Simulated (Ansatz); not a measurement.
A 2-atom cell of NaH started from a crystallographic database with hydrogen sites as listed (r2SCAN geometry), in Ansatz:

```xyz
2
Lattice="0.0000 2.3975 2.3975 2.3975 0.0000 2.3975 2.3975 2.3975 0.0000" Properties=species:S:1:pos:R:3 pbc="T T T"
Na    0.0000    0.0000    0.0000
H     2.3975    2.3975    2.3975
```

G0W0@PBE with 151 empty bands, a screening cutoff of 180 eV and a 6×6×6 mesh (PAW, contour deformation) gives 6.075 eV over the mesh points, from a PBE gap of 3.849 eV; it sums over 156 bands with 169 plane waves in the screening and a wave cutoff of 420 eV. G0W0 values are finite-basis, finite-mesh values. No spin polarisation and no zero-point or thermal motion.

**Question.** Estimate the gap with mesh 8×8×8, empty bands 44, screening cutoff 80 eV.

**Answer.** 5.879 eV (-0.196 eV), from a Kohn-Sham gap of 3.802 eV.

**Question.** Estimate the gap with potentials of the kind norm-conserving.

**Answer.** 6.054 eV (-0.021 eV), from a Kohn-Sham gap of 3.849 eV.

**Question.** Estimate the gap with empty bands 62, screening cutoff 100 eV.

**Answer.** 5.978 eV (-0.097 eV), from a Kohn-Sham gap of 3.849 eV.

**Question.** Estimate the gap with starting point r2SCAN.

**Answer.** 6.543 eV (+0.468 eV), from a Kohn-Sham gap of 4.444 eV.
